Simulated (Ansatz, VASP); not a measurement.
One calculation of SrO, two programs

```
Sr O
1.0
     0.00000    2.56980    2.56980
     2.56980    0.00000    2.56980
     2.56980    2.56980    0.00000
Sr O
1 1
Direct
  0.99270 0.99270 0.00730
  0.50000 0.50000 0.50000
```

Change from the starting cell: all Sr atoms moved +0.037 Å, as atom 1 towards its neighbour atom 2 (O) at 2.570 Å.

Alike in both runs: task single point; functional LDA; k mesh 8 × 8 × 8; occupations gaussian, width 0.05 eV; no spin polarisation.

|  | VASP | Ansatz |
| --- | --- | --- |
| version | VASP 6.6.1 | Ansatz 0.2.0 |
| potentials or method | VASP PAW LDA potentials, release 64 (Sr_sv, O) | scalar-relativistic, plane waves, PAW |
| plane-wave cutoff (eV) | 520 | 420 |
| valence electrons in the cell | 16 | 16 |

```csv
,VASP,Ansatz,Ansatz less VASP
gap on the k mesh at the Fermi level (eV),3.10,3.16,+0.058
least direct gap on the mesh (eV),3.18,3.23,+0.049
pressure (GPa),-3.5,-4.1,-0.69
largest component of the traceless stress (GPa),0.11,0.10,-0.007
rms of the force components (eV/Å),0.042,0.039,-0.0035
```

Atom by atom the forces differ by 0.004 eV/Å (rms over components).

A k mesh can miss the band edges.
